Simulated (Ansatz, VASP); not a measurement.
**C in VASP and in Ansatz**

INCAR

```
PREC = Accurate
ENCUT = 600
EDIFF = 1E-7
ISMEAR = 0
SIGMA = 0.01
LREAL = False
LASPH = True
NELM = 60
ALGO = Normal
ISIF = 3
LWAVE = False
LCHARG = False
GGA = CA
IBRION = 2
NSW = 80
EDIFFG = -0.001
```

Contents of KPOINTS:

```
regular mesh
0
Gamma
  12 12 12
```

The input POSCAR:

```
C
1.0
    0.0000000000      1.7658688059      1.7658688059
    1.7658688059      0.0000000000      1.7658688059
    1.7658688059      1.7658688059      0.0000000000
C
2
Direct
    0.0000000000      0.0000000000      0.0000000000
    0.2500000000      0.2500000000      0.2500000000
```

Input for Ansatz:

```yaml
crystal:
  lattice:
    - [0.0, 1.7658688059, 1.7658688059]
    - [1.7658688059, 0.0, 1.7658688059]
    - [1.7658688059, 1.7658688059, 0.0]
  atoms:
    - { symbol: C, position: [0.0, 0.0, 0.0] }
    - { symbol: C, position: [0.25, 0.25, 0.25] }
basis:
  ecutwfc: 420
kpoints:
  mp_grid: { grid: [12, 12, 12] }
hamiltonian:
  xc: lda
scf:
  occupations: { method: fixed }
output:
  forces: true
  stress: true
  eigenvalues: true
relax:
  adjacent_minimum: "off"
  f_tol: 0.001
  max_steps: 60
  cell: { stress_tol: 0.01 }
```

Alike in both runs: task relaxation of cell and atoms; functional LDA; k mesh 12 × 12 × 12; no spin polarisation.

|  | VASP | Ansatz |
| --- | --- | --- |
| version | VASP 6.6.1 | Ansatz 0.2.0 |
| potentials or method | VASP PAW LDA potentials, release 64 (C) | scalar-relativistic, plane waves, PAW |
| plane-wave cutoff (eV) | 600 | 420 |
| occupations | gaussian, width 0.01 eV | fixed |
| valence electrons in the cell | 8 | 8 |

|  | VASP | Ansatz | Ansatz less VASP |
| --- | --- | --- | --- |
| gap on the k mesh at the Fermi level, each at its own relaxed structure (eV) | 4.19 | 4.20 | +0.005 |
| relaxed volume (Å³/atom) | 5.52 | 5.51 | -0.010 |
| relaxed cell length with the largest relative difference (Å) | 2.499 | 2.497 | -0.0015 |
